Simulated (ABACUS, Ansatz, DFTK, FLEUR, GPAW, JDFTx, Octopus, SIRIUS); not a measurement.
# One calculation of Si, 8 ways

```xyz
4
Lattice="3.8313 0.0000 0.0000 -1.9157 3.3180 0.0000 0.0000 0.0000 6.3326" Properties=species:S:1:pos:R:3 pbc="T T T"
Si    1.8986    1.1073    5.9547
Si    0.0205    2.1855    2.7503
Si    1.9220    1.1461    3.5601
Si   -0.0362    2.1481    0.3725
```

This isn't the form of Si at room conditions, which is diamond.

Atoms were shifted at random by some hundredths of an Å from the given cell, which wasn't relaxed again for these runs.

Alike in all runs: task single point; functional PBEsol; k mesh 8 × 8 × 4; occupations fermi-dirac, width 0.05 eV; no spin polarisation; no spin-orbit coupling. Pressure is positive in compression and, in plane waves, holds the error of the finite cutoff.

```tsv
program and potentials	plane-wave cutoff (eV)	notes	band gap (eV)	pressure (GPa)	largest force (eV/Å)	energy over the undisturbed cell (meV/atom)
ABACUS, PseudoDojo NC SR 0.4.1 PBEsol standard, plane waves	490	-	no gap	-0.37	0.970	16.91
DFTK, PseudoDojo SR PBEsol 0.4.1 standard (PBEsol)	653	-	no gap	-0.35	0.969	16.90
SIRIUS, PseudoDojo 0.4.1 PBEsol standard (scalar relativistic)	490	-	no gap	-0.37	0.970	16.91
Octopus, pseudodojo_pbesol (PseudoDojo 0.4, PBEsol)	-	-	no gap	-	0.969	17.04
JDFTx, PseudoDojo-SR-PBEsol-0.4.1-standard with smoothed tails	490	-	no gap	-0.37	0.970	16.91
GPAW, PAW data sets generated for this functional	600	-	no gap	0.02	0.977	17.02
FLEUR, all-electron, FLAPW	-	-	no gap	-	0.969	16.90
Ansatz, all-electron LAPW, scalar-relativistic	-	-	no gap	-0.28	0.968	-
```

Force on atom 1 (Si), eV/Å:

```
                                        program and potentials       x       y       z
   ABACUS, PseudoDojo NC SR 0.4.1 PBEsol standard, plane waves  -0.278  -0.764  -0.529
            DFTK, PseudoDojo SR PBEsol 0.4.1 standard (PBEsol)  -0.278  -0.764  -0.529
SIRIUS, PseudoDojo 0.4.1 PBEsol standard (scalar relativistic)  -0.278  -0.764  -0.529
           Octopus, pseudodojo_pbesol (PseudoDojo 0.4, PBEsol)  -0.278  -0.763  -0.528
JDFTx, PseudoDojo-SR-PBEsol-0.4.1-standard with smoothed tails  -0.278  -0.764  -0.529
             GPAW, PAW data sets generated for this functional  -0.280  -0.770  -0.533
                                    FLEUR, all-electron, FLAPW  -0.278  -0.763  -0.528
                Ansatz, all-electron LAPW, scalar-relativistic  -0.277  -0.762  -0.527
```

None finds a gap. The pressure spans -0.37 (ABACUS, PseudoDojo NC SR 0.4.1 PBEsol standard, plane waves) to 0.02 GPa (GPAW, PAW data sets generated for this functional), with all-electron results at -0.28.

The functional is the same throughout but for its coding, so the spread measures potentials, basis and numerics; runs on potential files found faulty are left out.
